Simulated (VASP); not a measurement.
**GaN (10-10) against 3 partners**

Wanted: valence and conduction offsets of AlN, ZnO and SiC on GaN (10-10), and what a better gap does to them.

Main program and level: VASP 6.6.1; LDA; plane waves and PAW (Ga_d, N, Al), in the first sound run; inputs show where later runs differ.

Report form: the programs' logs are mostly left out.

### Step 1. The starting structure

The cell holds 32 atoms: 8 Ga, 16 N and 8 Al. Cell: a = 3.158 Å, b = 5.148 Å, c = 21.535 Å, α = 90.0°, β = 90.0°, γ = 90.0°. It derives from GaN. Superlattice of 16 atoms of GaN and 16 of AlN on the GaN lattice. The structure's axis is c.

### Step 2. Relax the interface, LDA

Superlattice of 16 atoms of GaN and 16 of ZnO on the GaN lattice. Atoms relax, and the height is moved while the normal stress exceeds 0.4 GPa, three times at most; a third move is not followed by a relaxation.

Level: LDA; plane waves and PAW (Ga_d, N, Zn, O).

The input, INCAR:

```
SYSTEM = ZnGaNO
PREC = Normal
ENCUT = 520
EDIFF = 1E-05
NELM = 120
ISMEAR = 0
SIGMA = 0.05
LREAL = Auto
ALGO = Fast
GGA = CA
NBANDS = 168
LASPH = .TRUE.
LORBIT = 11
LWAVE = .FALSE.
LCHARG = .FALSE.
KPAR = 4
NCORE = 2
IBRION = 2
NSW = 60
ISIF = 2
EDIFFG = -0.03
POTIM = 0.4
MAXMIX = 40
ISYM = 2
```

The input, POSCAR:

```
ZnGaNO
1.0
    3.1577047480      0.0000000000      0.0000000000
    0.0000000000      5.1479121830      0.0000000000
    0.0000000000      0.0000000000     22.1153464980
Ga N Zn O
8 8 8 8
Direct
    0.0000000000      0.0003058340      0.9999998420
    0.0000000000      0.5003058340      0.0824329600
    0.5000000000      0.0003058340      0.1236490440
    0.5000000000      0.5003058340      0.2060821620
    0.0000000000      0.0003058340      0.2472982460
    0.0000000000      0.5003058340      0.3297313650
    0.5000000000      0.0003058340      0.3709474480
    0.5000000000      0.5003058340      0.4533805670
    0.0000000000      0.3766941660      0.9999990620
    0.0000000000      0.8766941660      0.0824337390
    0.5000000000      0.3766941660      0.1236482640
    0.5000000000      0.8766941660      0.2060829420
    0.0000000000      0.3766941660      0.2472974670
    0.0000000000      0.8766941660      0.3297321440
    0.5000000000      0.3766941660      0.3709466690
    0.5000000000      0.8766941660      0.4533813460
    0.0000000000      0.0015102310      0.4954059920
    0.0000000000      0.5015102310      0.5790344370
    0.5000000000      0.0015102310      0.6217196310
    0.5000000000      0.5015102310      0.7053480760
    0.0000000000      0.0015102310      0.7480332700
    0.0000000000      0.5015102310      0.8316617150
    0.5000000000      0.0015102310      0.8743469090
    0.5000000000      0.5015102310      0.9579753550
    0.0000000000      0.3804897690      0.4957435230
    0.0000000000      0.8804897690      0.5786969060
    0.5000000000      0.3804897690      0.6220571620
    0.5000000000      0.8804897690      0.7050105450
    0.0000000000      0.3804897690      0.7483708010
    0.0000000000      0.8804897690      0.8313241840
    0.5000000000      0.3804897690      0.8746844400
    0.5000000000      0.8804897690      0.9576378230
```

The input, KPOINTS:

```
Automatic mesh
0
Gamma
7 5 1
0 0 0
```

PAW data sets: Ga_d, N, Zn and O (LDA family, release 64).

The run is started by

```bash
$ mpirun -np 8 vasp_std
```

Run time: 4.8 min. Hardware: 8 MPI ranks of Intel Xeon 6975P-C (Granite Rapids), shared host; peak memory 2.9 GiB; 38 min of CPU time.

Read from the output:

```
energy(sigma→0) of the program : -195.5104 eV
stress, compression positive   : xx, yy, zz 1.65, 1.09, 0.04 GPa
ionic steps                    : 17
```

### Step 3. Potential of the interface, LDA

The core potentials in the middle of each layer tie the two bulk scales together.

Level: LDA; plane waves and PAW (Ga_d, N, Zn, O).

The input, INCAR:

```
SYSTEM = ZnGaNO
PREC = Accurate
ENCUT = 520
EDIFF = 1E-06
NELM = 120
ISMEAR = 0
SIGMA = 0.05
LREAL = Auto
ALGO = Normal
GGA = CA
NBANDS = 168
LASPH = .TRUE.
LORBIT = 11
LWAVE = .FALSE.
LCHARG = .TRUE.
KPAR = 4
NCORE = 2
LVHAR = .TRUE.
NEDOS = 1500
```

The input, POSCAR:

```
ZnGaNO
1.0
    3.1577047480      0.0000000000      0.0000000000
    0.0000000000      5.1479121830      0.0000000000
    0.0000000000      0.0000000000     22.1153464980
Ga N Zn O
8 8 8 8
Direct
    0.0000000000      0.0123619025      0.0020899867
    0.0000000000      0.4945414315      0.0816952146
    0.5000000000      0.9988282771      0.1236393198
    0.5000000000      0.4991244785      0.2062053026
    0.0000000000      0.9991244785      0.2471751054
    0.0000000000      0.4988282771      0.3297410892
    0.5000000000      0.9945414315      0.3716851934
    0.5000000000      0.5123619025      0.4512904223
    0.0000000000      0.3736893526      0.0007483478
    0.0000000000      0.8718147231      0.0817731997
    0.5000000000      0.3743698565      0.1243188089
    0.5000000000      0.8753220242      0.2056802662
    0.0000000000      0.3753220242      0.2477001428
    0.0000000000      0.8743698565      0.3290615991
    0.5000000000      0.3718147231      0.3716072083
    0.5000000000      0.8736893526      0.4526320602
    0.0000000000      0.9901831686      0.4943904162
    0.0000000000      0.5073075955      0.5795052310
    0.5000000000      0.0021613714      0.6225601584
    0.5000000000      0.5011656638      0.7048752803
    0.0000000000      0.0011656638      0.7485060657
    0.0000000000      0.5021613714      0.8308211876
    0.5000000000      0.0073075955      0.8738761150
    0.5000000000      0.4901831686      0.9589909308
    0.0000000000      0.3889355961      0.4937213866
    0.0000000000      0.8843802974      0.5803144251
    0.5000000000      0.3821535268      0.6210479904
    0.5000000000      0.8796607344      0.7059967570
    0.0000000000      0.3796607344      0.7473845890
    0.0000000000      0.8821535268      0.8323333556
    0.5000000000      0.3843802974      0.8730669209
    0.5000000000      0.8889355961      0.9596599594
```

KPOINTS is that of step 2.

The run is started by

```bash
$ mpirun -np 8 vasp_std
```

Wall time 1.8 min (8 MPI ranks); peak memory 3.2 GiB; 14 min of CPU time.

This run gave:

| Property | Result |
| --- | --- |
| energy(sigma→0) of the program | -195.5373 eV |
| stress, compression positive | xx, yy, zz 1.65, 1.12, 0.01 GPa |

The run ends at a pressure of 0.93 GPa, with forces up to 0.043 eV/Å.

### Step 4. All members

The other members went through these steps as far as the tables show, with one cutoff; 8 runs are not shown. The session took 3.1 core hours (wall time by ranks) on a shared machine.

Line-up of core potentials from the interface at LDA; other levels change the bulk edges alone, each counted from the mean potential of its bulk cell. Gaps of the substrate: LDA 2.11 eV, HSE06 3.41 eV.

```csv
partner,atoms,"mean in-plane stress of the strained partner, tension positive (GPa)",gap of the whole cell (eV),largest spread of the line-up between elements of one side (eV)
AlN,32,,2.61,0.00
ZnO,32,,0.27,0.03
SiC,32,,1.75,0.05
```

At LDA:

```csv
partner,"valence-band top of the partner above the substrate's, LDA (eV)","conduction-band bottom of the partner above the substrate's, LDA (eV)","gap of the strained partner, LDA (eV)"
AlN,-0.61,1.22,3.93
ZnO,-0.36,-1.69,0.78
SiC,0.93,0.77,1.95
```

At HSE06:

```csv
partner,"valence-band top of the partner above the substrate's, HSE06 (eV)","conduction-band bottom of the partner above the substrate's, HSE06 (eV)","gap of the strained partner, HSE06 (eV)"
AlN,-0.77,1.09,5.27
ZnO,-0.74,-1.57,2.59
SiC,1.04,0.60,2.97
```

### Step 5. Summary of results

```json
{
  "AlN, HSE06": "valence -0.77 eV, conduction +1.09 eV",
  "ZnO, HSE06": "valence -0.74 eV, conduction -1.57 eV"
}
```

AlN at HSE06: the substrate's gap lies inside its own (type I). ZnO at HSE06: the edges are staggered (type II). SiC is left out of the results: over 1.5 GPa of normal stress is left in its cell. Going from LDA to HSE06 moves the valence offsets of AlN and ZnO by -0.38 to -0.16 eV. The height of the interface cell missed its target: the normal stress left, compression positive, is 1.2 GPa for AlN, 2.7 GPa for SiC. Spin-orbit coupling, which raises the valence tops by amounts that differ between the sides, is left out. Bulk gaps are read on the mesh alone, which can miss an indirect edge. Levels beyond the first ran on coarser meshes, which moves edges by some hundredths of an eV. The bounds that sort cases in this text are picked. The interfaces are ideal and a few layers thick: no intermixing, defects or band bending. All crystals are in the wurtzite form, joined along a non-polar plane.

[Lines on the potential files, build, host, timing and source positions are cut from VASP's logs without a mark.]

[Logs are printed without paths, hosts, clocks, repeated set-up lines and the standing remarks that a program may print on its own settings, such as how far it seeks lower states.]

[Hosts, paths, dates, database ids (printed as entryN), source tags and the programs' standing remarks are cut or masked in the printed files.]

[In band tables of VASP the shares of atoms and orbitals are scaled to a sum of 1 inside the atoms' spheres.]
